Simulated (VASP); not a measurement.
Be: relaxation of cell and atoms with PBE

Be:

```xyz
2
Lattice="2.2853 0.0000 0.0000 -1.1426 1.9791 0.0000 0.0000 0.0000 3.5842" Properties=species:S:1:pos:R:3 pbc="T T T"
Be    0.0000    1.3194    0.8961
Be    1.1427    0.6597    2.6882
```

```
Program                : VASP 6.6.1
Task                   : relaxation of cell and atoms
Functional             : PBE
Potentials or basis    : VASP PAW PBE potentials, release 64 (Be)
Cutoff                 : 600 eV
k mesh                 : 18 × 18 × 10
Occupations            : methfessel-paxton, width 0.1 eV
Spin                   : no spin polarisation
Target pressure        : 47.9 GPa
Further INCAR settings : ALGO = Normal; EDIFF = 1e-06; IBRION = 2; EDIFFG = -0.01; NSW = 90; ISIF = 3
Target pressure        : 47.9 GPa
```

The relaxed volume is 6.13 Å³/atom, the relaxed cell is a = 2.070 Å, b = 2.070 Å, c = 3.302 Å, α = 90.00°, β = 90.00°, γ = 120.00° and the space group after relaxing (to 0.05 Å) is P6_3/mmc (No. 194). The energy change on relaxing (the enthalpy is what falls) is +219.6 meV/atom, the ionic steps are 8 and the pressure after relaxing is 47.9 GPa. The band gap on the k mesh is none (metal or under the smearing width).

The path:
```
step  energy change (eV)  largest force (eV/Å)  pressure (GPa)  volume (Å³)
   1              0.0000                0.0000           -2.77        16.21
   2              0.9877                0.0000           84.74        10.91
   3              0.4408                0.0000           48.05        12.26
   4              0.4196                0.0000           46.51        12.33
   5              0.4201                0.0000           46.51        12.32
   6              0.4198                0.0000           46.51        12.32
   7              0.4460                0.0000           48.42        12.23
   8              0.4391                0.0000           47.92        12.26
```

Final structure:
```
CELL_PARAMETERS angstrom
2.07045 0.00000 0.00000
-1.03522 1.79306 0.00000
0.00000 0.00000 3.30169
ATOMIC_POSITIONS crystal
Be 0.33333 0.66667 0.25000
Be 0.66667 0.33333 0.75000
```

Levels at points of the mesh, in eV from the Fermi level:
| k point | band 1 | band 2 | band 3 | band 4 | band 5 | band 6 |
| --- | --- | --- | --- | --- | --- | --- |
| (0.00, 0.00, 0.00) | -12.96 | -5.77 | 1.69 | 19.62 | 19.62 | 22.94 |
| (0.50, 0.00, 0.00) | -6.17 | -3.51 | 4.09 | 7.23 | 8.32 | 11.43 |
| (0.00, 0.00, 0.50) | -10.65 | -10.65 | 12.40 | 12.40 | 21.61 | 21.61 |
| (0.50, 0.00, 0.50) | -4.62 | -4.62 | 2.34 | 2.34 | 14.52 | 14.52 |

Wall time 58 s on 1 thread of AMD EPYC 7R43 64-Core Processor (Zen 3), on a shared host, peak memory 0.11 GiB.

Caveat: the cell is relaxed towards a set pressure, so the enthalpy falls and the energy may rise; the volume moved by over 15 % at a fixed basis, so the end points are rough.
